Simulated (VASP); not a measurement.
A run of VASP 6.6.1 is set up as follows.

Contents of INCAR:

```
PREC = Accurate
ENCUT = 400
EDIFF = 1E-6
ISMEAR = 0
SIGMA = 0.01
LREAL = F
LASPH = T
NELM = 100
ALGO = Fast
ISIF = 2
LWAVE = F
LCHARG = F
ISPIN = 2
MAGMOM = 0.5 0.5 0.5 0.5
LORBIT = 11
NUPDOWN = 1
GGA = PE
NBANDS = 20
ISYM = 0
```

The input KPOINTS:

```
regular mesh
0
Gamma
  1 1 1
```

File POSCAR:

```
HCO2                                    
1.0
   12.5008549775      0.0000000000      0.0000000000
    0.0000000000     13.0008549775      0.0000000000
    0.0000000000      0.0000000000     13.5008549775
  O               C               H             
     2     1     1
Selective dynamics
Direct
     0.5048703041000024    0.5354628166000026    0.4133508594999995   F   F   F
     0.4255790350312328    0.4923009787624666    0.5662560215449306   T   T   T
     0.4922508209889021    0.5054041277967326    0.4995861904793927   T   T   T
     0.5753364729397550    0.4793660221624146    0.5296561260106512   T   T   T
```

Potentials or basis: VASP PAW PBE potentials, release 64 (O, C, H).

Command:

```bash
$ cat potpaw_PBE.64/O/POTCAR potpaw_PBE.64/C/POTCAR potpaw_PBE.64/H/POTCAR > POTCAR
$ mpirun -np 4 vasp_gam > vasp.out
```

Question: Estimate the largest force.

Answer: 0.025 eV/Å.

Forces in eV/Å, atoms in the order of the input:
```
O    0.005  0.005 -0.024
O    0.002 -0.001  0.007
C    0.000 -0.006  0.018
H   -0.007  0.001  0.000
```

Caveat: the standard files for N, O and F lose accuracy on very short bonds; the total moment is fixed, so each spin has its own Fermi level.
